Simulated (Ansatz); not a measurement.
LiF (zincblende) (r2SCAN geometry), in Ansatz:

```yaml
crystal:
  lattice:
    - [0.00000, 2.14461, 2.14461]
    - [2.14461, 0.00000, 2.14461]
    - [2.14461, 2.14461, 0.00000]
  atoms:
    - { symbol: Li, position: [0.00000, 0.00000, 0.00000] }
    - { symbol: F, position: [0.25000, 0.25000, 0.25000] }
```

G0W0@PBE with 74 empty bands, a screening cutoff of 140 eV and a 6×6×6 mesh (PAW, contour deformation) gives 12.064 eV over the mesh points, from a PBE gap of 7.930 eV; it sums over 79 bands with 65 plane waves in the screening and a wave cutoff of 420 eV. G0W0 values are finite-basis, finite-mesh values. Note: simulated data, non-magnetic, for a generated structure that need not be the stable one.

Q: Estimate the gap with potentials of the kind norm-conserving, with them a wave cutoff of 1320 eV.

A: 12.048 eV (-0.016 eV), from a Kohn-Sham gap of 7.913 eV.

Q: Estimate the gap with empty bands 136, screening cutoff 210 eV.

A: 12.234 eV (+0.170 eV), from a Kohn-Sham gap of 7.930 eV.

Q: Estimate the gap with starting point LDA.

A: 12.030 eV (-0.034 eV), from a Kohn-Sham gap of 7.616 eV.
